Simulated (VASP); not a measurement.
# Se (R-3m) in VASP: further runs, part 2 of 2

VASP 6.6.1. The steps go on from the part before.

### 4 Relaxation of cell and atoms, r2SCAN, target pressure 110 GPa, at which the enthalpy is minimised

File INCAR:

```
  PREC = Accurate
  ENCUT = 600
  EDIFF = 1E-6
  ISMEAR = 0
  SIGMA = 0.03
  LREAL = False
  LASPH = True
  NELM = 80
  ALGO = Normal
  ISIF = 3
  LWAVE = False
  LCHARG = False
  METAGGA = R2SCAN
  LMIXTAU = True
  IBRION = 2
  NSW = 90
  EDIFFG = -0.01
  PSTRESS = 1100.0
```

File KPOINTS:

```
Automatic mesh
0
Gamma
  15 15 13
```

File POSCAR:

```
Se
1.0
    1.9250000000      1.1113992682      0.8816666667
   -1.9250000000      1.1113992682      0.8816666667
    0.0000000000     -2.2227985364      0.8816666667
Se
1
Direct
    0.0000000000      0.0000000000      0.0000000000
```

Run with:

```bash
cat potpaw_PBE.64/Se/POTCAR > POTCAR
mpirun -np 1 vasp_std > vasp.out
```

Run time: 45 min. Hardware: 1 thread of Intel Xeon Platinum 8259CL at 2.50GHz (Skylake/Cascade Lake), shared host; peak memory 0.2 GiB.

Results (log left out):

- Free energy: -12.0415 eV
- Relaxed volume: 12.63 Å³/atom
- Relaxed cell: a = 2.431 Å, b = 2.431 Å, c = 2.431 Å, α = 104.74°, β = 104.74°, γ = 104.74°
- Space group after relaxing (to 0.05 Å): R-3m (No. 166)
- Energy change on relaxing (the enthalpy is what falls): -1114.4 meV/atom
- Ionic steps: 14
- Pressure after relaxing: 110.1 GPa
- Band gap on the k mesh: none (metal or under the smearing width)

Stress tensor (GPa, compression positive):
```
110.12   0.00   0.00
  0.00 110.12   0.00
  0.00   0.00 110.02
```

Step by step:
| step | energy change (eV) | largest force (eV/Å) | pressure (GPa) | volume (Å³) |
| --- | --- | --- | --- | --- |
| 1 | 0.0000 | 0.0000 | 162.87 | 11.32 |
| 2 | -2.6843 | 0.0000 | 8.46 | 18.60 |
| 3 | -1.1444 | 0.0000 | 100.63 | 12.74 |
| 4 | -0.9851 | 0.0000 | 109.18 | 12.49 |
| 5 | -0.9684 | 0.0000 | 110.09 | 12.47 |
| 6 | -0.9884 | 0.0000 | 110.35 | 12.49 |
| 7 | -1.0084 | 0.0000 | 111.15 | 12.51 |
| 8 | -1.0404 | 0.0000 | 113.15 | 12.53 |
| 9 | -0.9725 | 0.0000 | 120.99 | 12.51 |
| 10 | -1.0438 | 0.0000 | 113.73 | 12.53 |
| 11 | -1.1878 | 0.0000 | 106.88 | 12.74 |
| 12 | -1.1047 | 0.0000 | 110.81 | 12.62 |
| 13 | -1.1130 | 0.0000 | 110.17 | 12.63 |
| 14 | -1.1144 | 0.0000 | 110.09 | 12.63 |

Final structure:
```xyz
1
Lattice="1.9253 1.1116 0.9836 -1.9253 1.1116 0.9836 0.0000 -2.2231 0.9836" Properties=species:S:1:pos:R:3 pbc="T T T"
Se    0.0000    0.0000    0.0000
```

Levels at points of the mesh, in eV from the Fermi level:
```csv
k point,band 1,band 2,band 3,band 4,band 5,band 6,band 7
"(0.00, 0.00, 0.00)",-23.06,3.53,6.45,6.45,10.80,10.80,14.93
```

Caveat: the cell is relaxed towards a set pressure, so the enthalpy falls and the energy may rise; the PAW data sets were made with another functional, which shifts forces and pressure a little. Zero-point motion and thermal expansion aren't in these numbers.

### 5 Relaxation of cell and atoms, r2SCAN, target pressure 110 GPa, at which the enthalpy is minimised

This run uses another cell than the first one, of 12.63 Å³/atom, 1.116 times its volume.

INCAR, as its differences from that of step 4:

```diff
@@ -2,3 +2,3 @@
   ENCUT = 600
-  EDIFF = 1E-6
+  EDIFF = 1E-7
   ISMEAR = 0
@@ -16,3 +16,3 @@
   NSW = 90
-  EDIFFG = -0.01
+  EDIFFG = -0.005
   PSTRESS = 1100.0
```

KPOINTS is that of step 4.

File POSCAR:

```
Se                                      
1.0
    1.9252953453      1.1115697860      0.9835532905
   -1.9252953453      1.1115697860      0.9835532905
    0.0000000000     -2.2231395720      0.9835532905
  Se            
     1
Direct
     0.0000000000000000    0.0000000000000000    0.0000000000000000
```

Potentials or basis: VASP PAW PBE potentials, release 64 (Se).

Run with:

```bash
cat potpaw_PBE.64/Se/POTCAR > POTCAR
mpirun -np 1 vasp_std > vasp.out
```

OUTCAR:

```text
PREC = Accurate
   ENCUT = 600
   EDIFF = 1E-7
   ISMEAR = 0
   LREAL = False
   LASPH = True
   NELM = 80
   ISIF = 3
   METAGGA = R2SCAN
   IBRION = 2
   NSW = 90
   EDIFFG = -0.005
   PSTRESS = 1100.0

 ion  position               nearest neighbor table
   1  0.000  0.000  0.000-

  LATTYP: Found a trigonal (rhomboedric) cell.
 ALAT       =     2.4309929311
 COS(alpha) =    -0.2544614660

  Lattice vectors:

 A1 = (   1.9252953453,   1.1115697860,   0.9835532905)
 A2 = (  -1.9252953453,   1.1115697860,   0.9835532905)
 A3 = (   0.0000000000,  -2.2231395720,   0.9835532905)

Analysis of symmetry for initial positions (statically):
=====================================================================
 Subroutine PRICEL returns:
 Original cell was already a primitive cell.

 Routine SETGRP: Setting up the symmetry group for a
 trigonal (rhombohedral) supercell.

 Subroutine GETGRP returns: Found 12 space group operations
 (whereof 12 operations were pure point group operations)
 out of a pool of 12 trial point group operations.

The static configuration has the point symmetry D_3d.

Analysis of symmetry for dynamics (positions and initial velocities):
=====================================================================
 Subroutine PRICEL returns:
 Original cell was already a primitive cell.

 Routine SETGRP: Setting up the symmetry group for a
 trigonal (rhombohedral) supercell.

 Subroutine GETGRP returns: Found 12 space group operations
 (whereof 12 operations were pure point group operations)
 out of a pool of 12 trial point group operations.

The dynamic configuration has the point symmetry D_3d.

 Subroutine INISYM returns: Found 12 space group operations
 (whereof 12 operations are pure point group operations),
 and found     1 'primitive' translations

----------------------------------------------------------------------------------------

                                     Primitive cell

  volume of cell :      12.6294

  direct lattice vectors                    reciprocal lattice vectors
     1.925295345  1.111569786  0.983553290     0.259700415  0.149938104  0.338907242
    -1.925295345  1.111569786  0.983553290    -0.259700415  0.149938104  0.338907242
     0.000000000 -2.223139572  0.983553290     0.000000000 -0.299876209  0.338907242

  length of vectors
     2.430992931  2.430992931  2.430992931     0.452530507  0.452530507  0.452530507

  position of ions in fractional coordinates (direct lattice)
     0.000000000  0.000000000  0.000000000

  ion indices of the primitive-cell ions
   primitive index   ion index
                 1           1

----------------------------------------------------------------------------------------

 KPOINTS: Automatic mesh

Automatic generation of k-mesh.
 Grid dimensions read from file:
 generate k-points for:   15   15   13

 Generating k-lattice:

  Cartesian coordinates                     Fractional coordinates (reciprocal lattice)
     0.017313361  0.009995874  0.022593816     0.066666667  0.000000000 -0.000000000
    -0.017313361  0.009995874  0.022593816     0.000000000  0.066666667 -0.000000000
     0.000000000 -0.023067401  0.026069788     0.000000000  0.000000000  0.076923077
[... 64 lines left out ...]
   dimension x,y,z NGX =    20 NGY =   20 NGZ =   20
   dimension x,y,z NGXF=    40 NGYF=   40 NGZF=   40
   ions per type =               1
   NGX,Y,Z   is equivalent  to a cutoff of  13.68, 13.68, 13.68 a.u.
   NGXF,Y,Z  is equivalent  to a cutoff of  27.35, 27.35, 27.35 a.u.
 SYSTEM =  unknown system
   PREC   = accura    normal or accurate (medium, high low for compatibility)
   ISTART =      0    job   : 0-new  1-cont  2-samecut
   ICHARG =      2    charge: 1-file 2-atom 10-const
   ISPIN  =      1    spin polarized calculation?
   LNONCOLLINEAR =      F non collinear calculations
   LSORBIT =      F    spin-orbit coupling
   LASPH  =      T    aspherical Exc in radial PAW
   ENCUT  =  600.0 eV  44.10 Ry    6.64 a.u.   4.86  4.86  4.86*2*pi/ulx,y,z
   NELM   =     80;   NELMIN=  2; NELMDL= -5     # of ELM steps
   EDIFF  = 0.1E-06   stopping-criterion for ELM
   LREAL  =      F    real-space projection
   EDIFFG = -.5E-02   stopping-criterion for IOM
   NSW    =     90    number of steps for IOM
   IBRION =      2    ionic relax: 0-MD 1-quasi-New 2-CG
   NFREE  =      1    steps in history (QN), initial steepest desc. (CG)
   ISIF   =      3    stress and relaxation
   ISYM   =      2    0-nonsym 1-usesym 2-fastsym
   POTIM  = 0.5000    time-step for ionic-motion
   TEBEG  =    0.0;   TEEND  =   0.0 temperature during run
   PSTRESS= 1100.0 pullay stress
   NELECT =       6.0000    total number of electrons
   NUPDOWN=      -1.0000    fix difference up-down
   EMIN   =  10.00;   EMAX   =-10.00  energy-range for DOS
   EFERMI =   0.00;   METHOD = LEGACY
   ISMEAR =     0;   SIGMA  =   0.03  broadening in eV -4-tet -1-fermi 0-gaus
   EFERMI_NEDOS =   21; number of points for ismear=-14 and -15
   IALGO  =     38    algorithm
   IMIX   =      4    mixing-type and parameters
     AMIX     =   0.40;   BMIX     =  1.00
     AMIX_MAG =   1.60;   BMIX_MAG =  1.00
  volume/ion in A,a.u.               =      12.63        85.23
  Fermi-wavevector in a.u.,A,eV,Ry     =   1.277412  2.413958 22.201718  1.631780
  Thomas-Fermi vector in A             =   2.410013
   LORBIT       =      0    0 simple, 1 ext, 2 COOP (PROOUT), +10 PAW based schemes
   METAGGA = R2SCAN    functional components
   LHFCALC =     F    Hartree Fock is set to
   AEXX    =    0.0000 exact exchange contribution
   IVDW    =     0    specifies the selected vdW correction
   LEPSILON=     F    determine dielectric tensor
   LRPA    =     F    only Hartree local field effects (RPA)
 conjugate gradient relaxation of ions
 non-spin polarized calculation
 Gauss-broadening in eV      SIGMA  =   0.03
  energy-cutoff  :      600.00
  volume of cell :       12.63
 maximum number of plane-waves:       445
   NGX =  9   NGY =  9   NGZ =  9

--------------------------------------- Ionic step        1  -------------------------------------------

 number of electron       6.0000000 magnetization

 Free energy of the ion-electron system (eV)
  ---------------------------------------------------
  ext. energy  EPLUGINS =         0.00000000
  ---------------------------------------------------
  free energy    TOTEN  =       -12.04199699 eV

  energy without entropy =      -12.04181975  energy(sigma->0) =      -12.04190837

------------------------ aborting loop because EDIFF is reached ----------------------------------------

  FORCE on cell =-STRESS in cart. coord.  units (eV):
  Direction    XX          YY          ZZ          XY          YZ          ZX
  --------------------------------------------------------------------------------------
  -------------------------------------------------------------------------------------
  Total        8.6775078      8.6775078      8.6718381      0.0000000      0.0000000      0.0000000
  in kB     1100.8353242   1100.8353244   1100.1160591      0.0000000      0.0000000      0.0000000
  external PRESSURE =       0.5955692 kB  Pullay stress =    1100.0000000 kB
[... 61 lines left out ...]
--------------------------------------- Ionic step        3  -------------------------------------------

 number of electron       6.0000000 magnetization

 Free energy of the ion-electron system (eV)
  ---------------------------------------------------
  ext. energy  EPLUGINS =         0.00000000
  ---------------------------------------------------
  free energy    TOTEN  =       -12.04302455 eV

  energy without entropy =      -12.04284689  energy(sigma->0) =      -12.04293572

 E-fermi :  12.7757     XC(G=0): -13.5690

 val. band max:       12.7677469220   @ k =  -0.4667   0.1333  -0.0000
 cond. band min:      12.7911948299   @ k =  -0.2000   0.2000   0.0000
 fundamental gap:      0.0234479079
 Fermi energy:        12.7757166068

 k-point     1 :       0.0000    0.0000    0.0000
  band No.  band energies     occupation
      1     -10.2828      2.00000
      2      16.3106      0.00000
      3      19.2225      0.00000
      4      19.2225      0.00000
      5      23.5809      0.00000
      6      23.5809      0.00000
      7      27.6991      0.00000
[... 221 lines left out ...]
 k-point    24 :       0.2000    0.1333    0.0000
  band No.  band energies     occupation
      1      -8.0048      2.00000
      2       8.7378      2.00000
      3      11.4445      2.00000
      4      16.4134      0.00000
      5      25.8924      0.00000
      6      29.2873      0.00000
      7      32.0885      0.00000

 [... further k-points ...]

------------------------ aborting loop because EDIFF is reached ----------------------------------------

  FORCE on cell =-STRESS in cart. coord.  units (eV):
  Direction    XX          YY          ZZ          XY          YZ          ZX
  --------------------------------------------------------------------------------------
  -------------------------------------------------------------------------------------
  Total        8.6739737      8.6739737      8.6694756      0.0000000      0.0000000      0.0000000
  in kB     1100.2566204   1100.2566207   1099.6860623      0.0000000      0.0000000      0.0000000
  external PRESSURE =       0.0664345 kB  Pullay stress =    1100.0000000 kB
[... 20 lines left out ...]
  energy  without entropy=      -12.0428468902  energy(sigma->0) =      -12.04293572

  enthalpy is  TOTEN    =        -3.3710739775 eV   P V=        8.6719505712

 reached required accuracy - stopping structural energy minimisation
```

OSZICAR:

```text
N       E                     dE             d eps       ncg     rms          rms(c)
DAV:   1     0.152390463696E+01    0.15239E+01   -0.38010E+03 11144   0.911E+02
DAV:   2    -0.129023137212E+02   -0.14426E+02   -0.13930E+02 15484   0.966E+01
DAV:   3    -0.130476243227E+02   -0.14531E+00   -0.14464E+00 12957   0.110E+01
[... 29 lines left out ...]
DAV:   1    -0.120430243538E+02    0.48591E-02   -0.12240E-04 14686   0.800E-02    0.152E-02
DAV:   2    -0.120430238111E+02    0.54269E-06   -0.38404E-06 13097   0.190E-02    0.792E-03
DAV:   3    -0.120430235665E+02    0.24460E-06   -0.21751E-06 11396   0.150E-02    0.173E-03
DAV:   4    -0.120430244710E+02   -0.90451E-06   -0.51881E-07 12082   0.613E-03    0.100E-03
DAV:   5    -0.120430245487E+02   -0.77710E-07   -0.11789E-08  5761   0.160E-03
   3 F= -.33710740E+01 E0= -.33709851E+01  d E =-.255301E-06
```

CONTCAR:

```text
Se
   1.00000000000000
     1.9254019843382886    1.1116313540952079    0.9835608595404854
    -1.9254019843382886    1.1116313540952079    0.9835608595404854
     0.0000000000000000   -2.2232627081904157    0.9835608595404854
  Se
     1
Direct
     0.0000000000000000    0.0000000000000000    0.0000000000000000

  0.00000000E+00  0.00000000E+00  0.00000000E+00
```

Run time: 11 min. Hardware: 1 thread of Intel Xeon Platinum 8259CL at 2.50GHz (Skylake/Cascade Lake), shared host; peak memory 0.21 GiB.

Results:

```yaml
Free_energy: -12.0430 eV
Relaxed_volume: 12.63 Å³/atom
Relaxed_cell: a = 2.431 Å, b = 2.431 Å, c = 2.431 Å, α = 104.74°, β = 104.74°, γ = 104.74°
Space_group_after_relaxing_to_0.05_Å: R-3m (No. 166)
Energy_change_on_relaxing_the_enthalpy_is_what_falls: -1.0 meV/atom
Ionic_steps: 3
Pressure_after_relaxing: 110.0 GPa
Band_gap_on_the_k_mesh: none (metal or under the smearing width)
```

The path:
| step | energy change (eV) | largest force (eV/Å) | pressure (GPa) | volume (Å³) |
| --- | --- | --- | --- | --- |
| 1 | 0.0000 | 0.0000 | 110.06 | 12.63 |
| 2 | -0.0059 | 0.0000 | 109.74 | 12.64 |
| 3 | -0.0010 | 0.0000 | 110.01 | 12.63 |

Final structure:
```
Se
1.0
     1.92540    1.11163    0.98356
    -1.92540    1.11163    0.98356
     0.00000   -2.22326    0.98356
Se
1
Direct
  0.00000 0.00000 0.00000
```

Caveat: the cell is relaxed towards a set pressure, so the enthalpy falls and the energy may rise; the PAW data sets were made with another functional, which shifts forces and pressure a little.
